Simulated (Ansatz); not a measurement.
Input and output for ZnSe (rocksalt type): DFT, PBE, all-electron LAPW, scalar-relativistic (Ansatz 0.2.0). This run: rocksalt relaxed under pressure.

The cell comes from a relaxation on PAW files under the same functional, begun from a prototype that needn't be the stable phase.

Command: `ansatz run input.yaml --threads 1 --pin off --max-ram 3584MiB --backend cpu --events-out ev --progress --plain --runs-dir out` It took 37 s on 1 thread of Arm Neoverse V2, with other jobs on the host, peak memory 0.55 GiB.

```yaml
crystal:
  lattice:
    - [0.0, 2.6193686313, 2.6193686313]
    - [2.6193686313, 0.0, 2.6193686313]
    - [2.6193686313, 2.6193686313, 0.0]
  atoms:
    - { symbol: Zn, position: [0.0, 0.0, 0.0] }
    - { symbol: Se, position: [0.5, 0.5, 0.5] }
kpoints:
  mp_grid: { grid: [14, 14, 14] }
scf:
  occupations: { method: fermi_dirac, width: 0.05 }
hamiltonian:
  xc: pbe
  pseudopotentials: { kind: all_electron, lapw: { basis_error: 0.0005 } }
output:
  forces: true
  stress: true
  eigenvalues: true
relax:
  f_tol: 0.005
  max_steps: 12
  cell: { p_target: 6.1, stress_tol: 0.03 }
```

Output:

```
The last accepted step is kept in <dir> (removed where the run ends without a failure and the disk answers)
LAPW: plane waves up to 8.989 Å⁻¹, error target 5.0e-4 eV per atom; small_component_spin mean_spin; Zn in spheres of 1.292 Å, 20 of its electrons in bands, Dirac shells []; Se in spheres of 1.249 Å, 24 of its electrons in bands, Dirac shells [] (how accurate: hamiltonian.pseudopotentials.lapw.basis_error, Limitations)
Engine: ansatz 0.2.0
Pseudopotentials: kind: all_electron
Pseudopotential: Zn, LAPW, valence charge 20, lapw/all_electron/scalar/gaussian/Zn, Koelling and Harmon's equation, gaussian nucleus
Pseudopotential: Se, LAPW, valence charge 24, lapw/all_electron/scalar/gaussian/Se, Koelling and Harmon's equation, gaussian nucleus
Functional definition: PBE
  parameter kappa = 0.804
  parameter beta = 0.06672455060314922
  exchange = pbe_x(kappa = kappa, mu = beta*pi^2/3)
  correlation = pbe_c(beta = beta)
Crystal: 2 atoms, lattice volume = 35.943 Å³
Basis set: ecut = 307.8753979928072 eV, 459 PW (Γ), exchange–correlation at level 2
Bands: 27, of which v1, the nominal top of the filled ones, is band 22 counted from 1 (21 counted from 0)
Symmetry: 48 space group operations
Space group: Fm-3m (ITA 225), of the structure as read, at distance tolerance 3.3e-5 Å
k-points: 104 of 2744
Non-local potential: Zn, projectors of the file, none
Non-local potential: Se, projectors of the file, none
Initial density: superposition of atomic densities (chi_scale 0.1, normalization cell, long waves kept (reshape's long-wave potential 0.00 eV rms))
Initial wavefunctions: plane waves of lowest kinetic energy (no species holds an atomic orbital)
Functional: x = pbe(κ = 0.804, μ = 0.2195149727645171), c = pbe(β = 0.06672455060314922)
iter 1 solved again at ethr=1.65e-3 eV; its pass at ethr=1.00e-1 eV (dr2=7.26e-1 eV) is discarded
SCF iter   1: F=—  HF=-114999.779931 eV  |F-HF|=—  |Δ(HF+E_count)|=         —  Δρ=3.38e-2  dr2=7.27e-1  ethr=1.65e-3  ⟨swp⟩=2.0  Hψ=17678  notcnv=0
preconditioner: auto → none  [insulator: Δε(μ)=0.277 eV  Ē_g=12.633 eV  σ=0.050 eV  W_gap=0.66  n_scr=14 (ndim 8)  ℏωp=26.3 eV  f_vac=0.016  D(μ)=0.38/eV (n_scr^D=0)  ε∞_Penn≈5.3]
iter 2 solved again at ethr=2.03e-5 eV; its pass at ethr=1.65e-3 eV (dr2=8.92e-3 eV) is discarded
SCF iter   2: F=—  HF=-114999.530535 eV  |F-HF|=—  |Δ(HF+E_count)|=   2.49e-1  Δρ=6.31e-3  dr2=8.95e-3  ethr=2.03e-5  ⟨swp⟩=2.0  Hψ=14479  notcnv=0
SCF iter   3: F=—  HF=-114999.456109 eV  |F-HF|=—  |Δ(HF+E_count)|=   7.44e-2  Δρ=5.47e-3  dr2=1.17e-2  ethr=2.03e-5  ⟨swp⟩=3.0  Hψ=9443  notcnv=0
SCF iter   4: F=—  HF=-114999.450124 eV  |F-HF|=—  |Δ(HF+E_count)|=   5.99e-3  Δρ=2.47e-3  dr2=1.92e-3  ethr=2.03e-5  ⟨swp⟩=2.0  Hψ=8121  notcnv=0
SCF iter   5: F=—  HF=-114999.450503 eV  |F-HF|=—  |Δ(HF+E_count)|=   3.79e-4  Δρ=5.91e-4  dr2=6.77e-5  ethr=4.36e-6  ⟨swp⟩=2.0  Hψ=8140  notcnv=0
SCF iter   6: F=—  HF=-114999.450534 eV  |F-HF|=—  |Δ(HF+E_count)|=   3.11e-5  Δρ=1.25e-4  dr2=4.35e-6  ethr=1.54e-7  ⟨swp⟩=2.7  Hψ=8270  notcnv=0
SCF iter   7: F=-114999.450538 eV  HF=-114999.450538 eV  |F-HF|=2.85e-9  |Δ(HF+E_count)|=   3.73e-6  Δρ=1.15e-5  dr2=5.31e-8  ethr=9.88e-9  ⟨swp⟩=2.8  Hψ=8277  notcnv=0
SCF 1 converged in 7 iterations: F = -114999.450538 eV  dr2 = 5.31e-8
relax step   1: F+E_penalty+E_count = -114999.45053786 eV  Δ(F+E_penalty+E_count) = +0.000e0 eV  max|allowed force component| = 2.794e-31 eV/Å  Δτ_max = 0.0000 Å  P = +6.106 GPa  Ω = 35.943 Å³  (7 SCF iters, accepted)
Initial density: handed on by an earlier stage of this run
Initial wavefunctions: those handed on with the density
iter 1 solved again at ethr=1.21e-10 eV; its pass at ethr=1.00e-1 eV (dr2=5.32e-8 eV) is discarded
SCF iter   1: F=—  HF=-114999.450538 eV  |F-HF|=—  |Δ(HF+E_count)|=         —  Δρ=1.15e-5  dr2=5.33e-8  ethr=1.21e-10  ⟨swp⟩=4.0  Hψ=13521  notcnv=0
preconditioner: auto → Kerker (q_TF=auto, 2.822 Å⁻¹)  [metal: Δε(μ)=0.013 eV  Ē_g=13.263 eV  σ=0.050 eV  W_gap=0.07  n_scr=14 (ndim 8)  ℏωp=26.3 eV  f_vac=0.039  D(μ)=0.72/eV (n_scr^D=0)]
SCF iter   2: F=-114999.450538 eV  HF=-114999.450538 eV  |F-HF|=1.50e-8  |Δ(HF+E_count)|=   2.13e-8  Δρ=7.30e-6  dr2=2.09e-8  ethr=1.21e-10  ⟨swp⟩=2.0  Hψ=8121  notcnv=0
SCF 2 converged in 2 iterations: F = -114999.450538 eV  dr2 = 2.09e-8
relax step   2: F+E_penalty+E_count = -114999.45053788 eV  Δ(F+E_penalty+E_count) = -2.366e-8 eV  max|allowed force component| = 4.930e-31 eV/Å  Δτ_max = 0.0000 Å  P = +6.106 GPa  Ω = 35.943 Å³  stress off target by 5.81e-3 GPa  SCF on the basis re-selected at this cell (its energy is not comparable with the rows above)  (2 SCF iters)
basis re-selected at this cell: Δ(F+E_penalty+E_count) = -2.366e-8 eV, ΔP = -0.000 GPa vs the last step (what re-selecting the basis moved, after the strain that the cell walked since its last selection, with what the two solves' SCF thresholds leave and, on support functions, any second-order correction that the steps lacked; it is no measure of the basis error at this ecutwfc). This SCF's stress stands 5.81e-3 GPa from its target on what of the cell is left free (relax.cell.stress_tol is 3.00e-2 GPa) and its largest allowed force component is 4.93e-31 eV/Å (relax.f_tol is 5.00e-3 eV/Å): within both
SCF converged after 2 iterations
Free energy (F): -114999.450538 eV
Harris-Foulkes:  -114999.450538 eV  (|F-HF|=1.50e-8)
Internal energy: -114999.444954 eV  (E = F + TS)
E sigma→0 (E₀):  -114999.447746 eV
Entropy (-TS):   -0.005583 eV (-2.792 meV/atom)
Fermi energy:    11.937050 eV
--- Per-component energies (eV) ---
  E_band       = -2083.806294
  E_kinetic    = 117469.361452
  E_xc         = -4347.430663
  E_electrostatic = -228121.375743  (all electrons and nuclei)
  E_smearing   = -0.005583  (= −TS)
  E_closure    = 0.000000  (closes the sum)
  E_atoms      = -114994.086913  (free atoms, spherical and without spin; not in F)
  Σ components = -114999.450538   (vs F -114999.450538, Δ=0.00e0)
  Basis errors (estimates in eV, not in F): energy 2.0e-4 per atom: plane waves 1.7e-4 (9.5e-5 summed), levels above the bands 2.5e-85, relativity 1.7e-8, radial functions 2.2e-5, core shells 1.4e-12; eigenvalues (radial functions only) 3.9e-7; not estimated: angular momenta, meshes, grids; target (lapw.basis_error) 5.0e-4; muffin-tin radii Zn 1.292 Å, Se 1.249 Å
--- Forces (eV/Å), atoms counted from 1 ---
  atom   1  Zn     0.00000000    -0.00000000     0.00000000
  atom   2  Se     0.00000000    -0.00000000     0.00000000
  max |Σ_I F_I| component: 1.45e-30 eV/Å
--- Stress (GPa, compression-positive) ---
        6.105813       0.000000       0.000000
        0.000000       6.105813       0.000000
        0.000000       0.000000       6.105813
  P = ⅓ Tr σ = 6.1058 GPa (61.058 kbar)
--- Band table (eV; the first three rows and the last of 104) ---
  k-point 0: bands = ["-195.5373", "-135.0047", "-135.0047", "-135.0047", "-113.7286", "-67.9004", "-67.9004", "-67.9004", "-35.2253", "-35.2253", "-35.2213", "-35.2213", "-35.2213", "-2.3723", "5.2110", "5.2110", "5.2303", "5.2303", "5.2303", "11.4268", "11.4268", "11.4268", "13.1238", "20.5766", "20.5766", "20.5766", "22.1488"]
  k-point 1: bands = ["-195.5373", "-135.0047", "-135.0047", "-135.0047", "-113.7286", "-67.9004", "-67.9004", "-67.9004", "-35.2253", "-35.2253", "-35.2212", "-35.2212", "-35.2212", "-2.3148", "5.1975", "5.1975", "5.2241", "5.2354", "5.2354", "10.7042", "11.4414", "11.4414", "13.7790", "20.0938", "20.5610", "20.5610", "21.5836"]
  k-point 2: bands = ["-195.5373", "-135.0047", "-135.0047", "-135.0047", "-113.7286", "-67.9005", "-67.9004", "-67.9004", "-35.2252", "-35.2252", "-35.2212", "-35.2211", "-35.2211", "-2.1461", "5.1566", "5.1566", "5.2025", "5.2532", "5.2532", "9.5157", "11.4849", "11.4849", "14.7238", "19.4061", "19.9470", "19.9470", "21.5100"]
  k-point 103: bands = ["-195.5373", "-135.0047", "-135.0047", "-135.0047", "-113.7286", "-67.9006", "-67.9006", "-67.9005", "-35.2255", "-35.2249", "-35.2210", "-35.2207", "-35.2201", "-0.4642", "5.0309", "5.1407", "5.1892", "5.4099", "5.6708", "7.4606", "7.9827", "8.0361", "14.8642", "18.3947", "19.4131", "20.9669", "24.9314"]
--- Relaxed structure (1 steps of the walk, 1 accepted, 1 SCFs on fresh bases) ---
  F+E_penalty+E_count = -114999.45053788 eV   max|allowed force component| = 4.930e-31 eV/Å   (the final SCF, on the basis selected at the relaxed cell)
  cell:  # Å, volume = 35.9435 Å³
    - [0.0, 2.6193686313, 2.6193686313]
    - [2.6193686313, 0.0, 2.6193686313]
    - [2.6193686313, 2.6193686313, 0.0]
  atoms:
    - { symbol: Zn, position: [0.0, 0.0, 0.0] }
    - { symbol: Se, position: [0.5, 0.5, 0.5] }
```

Next run (CsCl relaxed under pressure), as changes to the input before:

```diff
   lattice:
-    - [0.0, 2.6193686313, 2.6193686313]
-    - [2.6193686313, 0.0, 2.6193686313]
-    - [2.6193686313, 2.6193686313, 0.0]
+    - [3.2661909776, 0.0, 0.0]
+    - [0.0, 3.2661909776, 0.0]
+    - [0.0, 0.0, 3.2661909776]
   atoms:
```

Results part of the output:

```
basis re-selected at this cell: Δ(F+E_penalty+E_count) = -2.809e-9 eV, ΔP = +0.000 GPa vs the last step (what re-selecting the basis moved, after the strain that the cell walked since its last selection, with what the two solves' SCF thresholds leave and, on support functions, any second-order correction that the steps lacked; it is no measure of the basis error at this ecutwfc). This SCF's stress stands 2.26e-3 GPa from its target on what of the cell is left free (relax.cell.stress_tol is 3.00e-2 GPa) and its largest allowed force component is 3.55e-30 eV/Å (relax.f_tol is 5.00e-3 eV/Å): within both
SCF converged after 2 iterations
Free energy (F): -114998.380425 eV
Harris-Foulkes:  -114998.380425 eV  (|F-HF|=1.46e-10)
Internal energy: -114998.370487 eV  (E = F + TS)
E sigma→0 (E₀):  -114998.375456 eV
Entropy (-TS):   -0.009939 eV (-4.969 meV/atom)
Fermi energy:    13.073954 eV
--- Per-component energies (eV) ---
  E_band       = -2057.364411
  E_kinetic    = 117468.296595
  E_xc         = -4346.645069
  E_electrostatic = -228120.022013  (all electrons and nuclei)
  E_smearing   = -0.009939  (= −TS)
  E_closure    = 0.000000  (closes the sum)
  E_atoms      = -114994.086913  (free atoms, spherical and without spin; not in F)
  Σ components = -114998.380425   (vs F -114998.380425, Δ=0.00e0)
  Basis errors (estimates in eV, not in F): energy 1.5e-4 per atom: plane waves 1.4e-4 (7.2e-5 summed), levels above the bands 4.8e-86, relativity 4.2e-8, radial functions 1.5e-5, core shells 6.4e-14; eigenvalues (radial functions only) 1.7e-5; not estimated: angular momenta, meshes, grids; target (lapw.basis_error) 5.0e-4; muffin-tin radii Zn 1.403 Å, Se 1.341 Å
--- Forces (eV/Å), atoms counted from 1 ---
  atom   1  Zn    -0.00000000    -0.00000000    -0.00000000
  atom   2  Se     0.00000000    -0.00000000    -0.00000000
  max |Σ_I F_I| component: 7.63e-30 eV/Å
--- Stress (GPa, compression-positive) ---
        6.102262       0.000000       0.000000
        0.000000       6.102262       0.000000
        0.000000       0.000000       6.102262
  P = ⅓ Tr σ = 6.1023 GPa (61.023 kbar)
--- Band table (eV; the first three rows and the last of 120) ---
  k-point 0: bands = ["-195.1564", "-134.6240", "-134.6240", "-134.6240", "-112.9888", "-67.1603", "-67.1603", "-67.1603", "-34.8402", "-34.8402", "-34.8362", "-34.8362", "-34.8362", "-1.9810", "5.7910", "5.7910", "6.1343", "6.1343", "6.1343", "11.7784", "11.7784", "11.7784", "12.0833", "18.7838", "18.7838", "24.7707", "24.7707"]
  k-point 1: bands = ["-195.1564", "-134.6240", "-134.6240", "-134.6240", "-112.9888", "-67.1604", "-67.1603", "-67.1603", "-34.8402", "-34.8400", "-34.8363", "-34.8363", "-34.8362", "-1.9303", "5.7938", "5.7958", "6.1230", "6.1230", "6.1350", "10.7587", "11.8409", "11.8409", "12.9087", "18.8347", "19.1339", "24.4101", "24.4101"]
  k-point 2: bands = ["-195.1564", "-134.6240", "-134.6240", "-134.6240", "-112.9888", "-67.1605", "-67.1603", "-67.1603", "-34.8402", "-34.8394", "-34.8364", "-34.8364", "-34.8362", "-1.7818", "5.8015", "5.8027", "6.0918", "6.0918", "6.1371", "9.5357", "12.0219", "12.0219", "13.6442", "18.9863", "20.0000", "23.5299", "23.5299"]
  k-point 119: bands = ["-195.1564", "-134.6240", "-134.6240", "-134.6240", "-112.9887", "-67.1612", "-67.1612", "-67.1612", "-34.8383", "-34.8383", "-34.8383", "-34.8333", "-34.8333", "1.5050", "5.4346", "5.4346", "5.4346", "6.2703", "6.2703", "10.2212", "10.2212", "10.2212", "13.8938", "13.8938", "13.8938", "14.3517", "33.1189"]
--- Relaxed structure (1 steps of the walk, 1 accepted, 1 SCFs on fresh bases) ---
  F+E_penalty+E_count = -114998.38042545 eV   max|allowed force component| = 3.550e-30 eV/Å   (the final SCF, on the basis selected at the relaxed cell)
  cell:  # Å, volume = 34.8437 Å³
    - [3.2661909776, 0.0, 0.0]
    - [0.0, 3.2661909776, 0.0]
    - [0.0, 0.0, 3.2661909776]
  atoms:
    - { symbol: Zn, position: [0.0, 0.0, 0.0] }
    - { symbol: Se, position: [0.49999999999999994, 0.49999999999999994, 0.49999999999999994] }
```

Next run (zincblende relaxed under pressure), as changes to the input before:

```diff
   lattice:
-    - [3.2661909776, 0.0, 0.0]
-    - [0.0, 3.2661909776, 0.0]
-    - [0.0, 0.0, 3.2661909776]
+    - [0.0, 2.7832992201, 2.7832992201]
+    - [2.7832992201, 0.0, 2.7832992201]
+    - [2.7832992201, 2.7832992201, 0.0]
   atoms:
-    - { symbol: Se, position: [0.5, 0.5, 0.5] }
+    - { symbol: Se, position: [0.25, 0.25, 0.25] }
 kpoints:
-  mp_grid: { grid: [14, 14, 14] }
+  mp_grid: { grid: [12, 12, 12] }
 scf:
```

Results part of the output:

```
basis re-selected at this cell: Δ(F+E_penalty+E_count) = -2.848e-8 eV, ΔP = -0.001 GPa vs the last step (what re-selecting the basis moved, after the strain that the cell walked since its last selection, with what the two solves' SCF thresholds leave and, on support functions, any second-order correction that the steps lacked; it is no measure of the basis error at this ecutwfc). This SCF's stress stands 2.86e-2 GPa from its target on what of the cell is left free (relax.cell.stress_tol is 3.00e-2 GPa) and its largest allowed force component is 6.94e-17 eV/Å (relax.f_tol is 5.00e-3 eV/Å): within both
SCF converged after 2 iterations
Free energy (F): -115000.044013 eV
Harris-Foulkes:  -115000.044013 eV  (|F-HF|=1.18e-8)
Internal energy: -115000.044013 eV  (E = F + TS)
E sigma→0 (E₀):  -115000.044013 eV
Fermi energy:    9.684320 eV
--- Per-component energies (eV) ---
  E_band       = -2208.226998
  E_kinetic    = 117470.962926
  E_xc         = -4347.395259
  E_electrostatic = -228123.611680  (all electrons and nuclei)
  E_smearing   = -0.000000  (= −TS)
  E_closure    = 0.000000  (closes the sum)
  E_atoms      = -114994.086913  (free atoms, spherical and without spin; not in F)
  Σ components = -115000.044013   (vs F -115000.044013, Δ=0.00e0)
  Basis errors (estimates in eV, not in F): energy 2.2e-4 per atom: plane waves 2.0e-4 (1.2e-4 summed), levels above the bands 3.8e-86, relativity 4.7e-8, radial functions 1.9e-5, core shells 1.1e-10; eigenvalues (radial functions only) 1.5e-7; not estimated: angular momenta, meshes, grids; target (lapw.basis_error) 5.0e-4; muffin-tin radii Zn 1.183 Å, Se 1.155 Å
--- Forces (eV/Å), atoms counted from 1 ---
  atom   1  Zn    -0.00000000     0.00000000     0.00000000
  atom   2  Se     0.00000000    -0.00000000     0.00000000
  max |Σ_I F_I| component: 2.78e-17 eV/Å
--- Stress (GPa, compression-positive) ---
        6.128587       0.000000       0.000000
        0.000000       6.128587       0.000000
        0.000000       0.000000       6.128587
  P = ⅓ Tr σ = 6.1286 GPa (61.286 kbar)
--- Band table (eV; the first three rows and the last of 72) ---
  k-point 0: bands = ["-198.4146", "-137.8818", "-137.8818", "-137.8818", "-116.4694", "-70.6371", "-70.6371", "-70.6371", "-38.1028", "-38.1028", "-38.1028", "-38.0976", "-38.0976", "-4.7483", "2.1291", "2.1291", "2.1291", "2.5512", "2.5512", "8.8749", "8.8749", "8.8749", "10.3865", "14.6654", "14.6654", "14.6654", "19.0143"]
  k-point 1: bands = ["-198.4146", "-137.8818", "-137.8818", "-137.8818", "-116.4694", "-70.6371", "-70.6371", "-70.6371", "-38.1028", "-38.1028", "-38.1028", "-38.0976", "-38.0976", "-4.6980", "2.1298", "2.1374", "2.1374", "2.5503", "2.5503", "8.1221", "8.7963", "8.7963", "10.9826", "14.6154", "14.7967", "14.7967", "19.4770"]
  k-point 2: bands = ["-198.4146", "-137.8818", "-137.8818", "-137.8818", "-116.4694", "-70.6371", "-70.6371", "-70.6371", "-38.1028", "-38.1027", "-38.1027", "-38.0975", "-38.0975", "-4.5552", "2.1396", "2.1592", "2.1592", "2.5491", "2.5491", "6.9031", "8.5966", "8.5966", "11.6156", "14.8140", "15.0962", "15.0962", "19.4068"]
  k-point 71: bands = ["-198.4146", "-137.8818", "-137.8818", "-137.8818", "-116.4693", "-70.6372", "-70.6372", "-70.6371", "-38.1027", "-38.1026", "-38.1023", "-38.0976", "-38.0974", "-3.5563", "2.2480", "2.3671", "2.5042", "2.5179", "2.8966", "3.9251", "5.8893", "5.9527", "14.3516", "14.6792", "15.9641", "16.5782", "21.0085"]
--- Relaxed structure (1 steps of the walk, 1 accepted, 1 SCFs on fresh bases) ---
  F+E_penalty+E_count = -115000.04401264 eV   max|allowed force component| = 6.939e-17 eV/Å   (the final SCF, on the basis selected at the relaxed cell)
  cell:  # Å, volume = 43.1231 Å³
    - [0.0, 2.7832992201, 2.7832992201]
    - [2.7832992201, 0.0, 2.7832992201]
    - [2.7832992201, 2.7832992201, 0.0]
  atoms:
    - { symbol: Zn, position: [0.0, 0.0, 0.0] }
    - { symbol: Se, position: [0.25, 0.25, 0.25] }
```
